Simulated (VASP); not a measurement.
Crystal: SiSe2.

```
CELL_PARAMETERS angstrom
-3.11202 5.01022 2.93545
3.11202 -5.01022 2.93545
3.11202 5.01022 -2.93545
ATOMIC_POSITIONS crystal
Si 0.75000 0.75000 0.00000
Si 0.25000 0.25000 0.00000
Se 0.12065 0.20322 0.32387
Se 0.87935 0.79678 0.67613
Se 0.37935 0.70322 0.08257
Se 0.62065 0.29678 0.91743
```

The cell is a database's computed one.

| Item | Value |
| --- | --- |
| Program | VASP 6.6.1 |
| Task | relaxation of cell and atoms |
| Functional | PBE |
| Potentials or basis | VASP PAW PBE potentials, release 64 (Si, Se) |
| Cutoff | 300 eV |
| k mesh | 3 × 3 × 3 |
| Occupations | gaussian, width 0.03 eV |
| Spin | no spin polarisation |

At the start: pressure 1.6 GPa; volume 30.51 Å³/atom.

Task: Where does the relaxation end?

Result: Over 13 steps the energy falls by 7.7 meV/atom and the volume is 34.00 Å³/atom (+11.4 %); space group Ibam (No. 72, to 0.05 Å).

The path:
```
step  energy change (eV)  largest force (eV/Å)  pressure (GPa)  volume (Å³)
   1              0.0000                0.3371            1.65       183.08
   2              0.0029                0.5019           -1.36       191.51
   3             -0.0254                0.0871            0.11       187.09
   4             -0.0271                0.0794            0.11       187.75
   5             -0.0314                0.0542            0.07       189.74
   6             -0.0368                0.0010            0.04       193.77
   7             -0.0346                0.1189            0.03       201.99
   8             -0.0379                0.0495            0.04       196.96
   9             -0.0394                0.0389            0.03       197.67
  10             -0.0429                0.0099           -0.04       199.81
  11             -0.0459                0.0471           -0.14       204.11
  12             -0.0462                0.0164            0.07       203.93
  13             -0.0463                0.0058            0.02       203.97
```

Final structure:
```xyz
6
Lattice="-3.2411 5.3039 2.9664 3.2411 -5.3039 2.9664 3.2411 5.3039 -2.9664" Properties=species:S:1:pos:R:3 pbc="T T T"
Si    0.0000    0.0000    4.4496
Si    0.0000    0.0000    1.4832
Se    1.2668    1.2259    0.0000
Se    1.9743    4.0780    2.9664
Se    1.2668   -1.2259    2.9664
Se    1.9743    6.5298    0.0000
```

Caveat: the k mesh is coarse (spacing up to 0.49 Å⁻¹), so the values aren't converged; the cutoff is under 1.25 times the usual one of these potentials, so pressure, stress and relaxed cells hold a basis-set (Pulay) error.
